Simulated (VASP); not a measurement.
Set up this calculation in VASP 6.6.1, as the native input.

```
Task                   : relaxation of cell and atoms
Functional             : PBE
Potentials or basis    : VASP PAW PBE potentials, release 64 (Mg, Sn_d, N)
Cutoff                 : 520 eV
k mesh                 : 4 × 4 × 2
Occupations            : gaussian, width 0.15 eV
Spin                   : no spin polarisation
Further INCAR settings : PREC = Normal; ALGO = Fast; EDIFF = 0.0001; IBRION = 2; EDIFFG = -0.08; NSW = 24; ISIF = 3
```

The structure of MgSn2N2 lies in POSCAR:

```
MgSn2N2
1.0
    3.9420915100      0.0000000000      0.0000000000
   -1.9710457500      3.4139513900      0.0000000000
    0.0000000000      0.0000000000      6.8370929200
Mg Sn N
1 2 2
Direct
    0.0000000000      0.0000000000      0.0000000000
    0.6666666700      0.3333333300      0.7317469700
    0.3333333300      0.6666666700      0.2682530300
    0.6666666700      0.3333333300      0.3829100100
    0.3333333300      0.6666666700      0.6170899900
```

The cell was built by a generator and needn't be a form met in nature.

The input as run:

INCAR

```
SYSTEM = MgSn2N2
PREC = Normal
ENCUT = 520
EDIFF = 1E-4
ISMEAR = 0
SIGMA = 0.15
LREAL = .FALSE.
LASPH = .TRUE.
NELM = 60
ALGO = Fast
ISIF = 3
LWAVE = .FALSE.
LCHARG = .FALSE.
GGA = PE
IBRION = 2
NSW = 24
EDIFFG = -0.08
```

KPOINTS

```
Automatic mesh
0
G
  4 4 2
  0 0 0
```

Potentials or basis: VASP PAW PBE potentials, release 64 (Mg, Sn_d, N).

Command:

```console
$ cat potpaw_PBE.64/Mg/POTCAR potpaw_PBE.64/Sn_d/POTCAR potpaw_PBE.64/N/POTCAR > POTCAR
$ mpirun -np 1 vasp_std > vasp.out
```

Results of the run:

```
Relaxed volume                         : 18.15 Å³/atom
Relaxed cell                           : a = 3.599 Å, b = 3.599 Å, c = 8.091 Å, α = 90.00°, β = 90.00°, γ = 120.00°
Space group after relaxing (to 0.05 Å) : P-3m1 (No. 164)
Energy gained by relaxing              : 333.7 meV/atom
Ionic steps                            : 18
Pressure after relaxing                : 0.1 GPa
Largest force after relaxing           : 0.072 eV/Å
Band gap on the k mesh                 : none (metal or under the smearing width)
```

Caveat: the k mesh is coarse (spacing up to 0.46 Å⁻¹), so the values aren't converged; the relaxation stopped at a loose force limit of 0.08 eV/Å, so its end isn't a converged minimum.

Wall time 64 s on 1 thread of Intel(R) Xeon(R) 6975P-C (Granite Rapids) (shared host), peak memory 0.17 GiB.
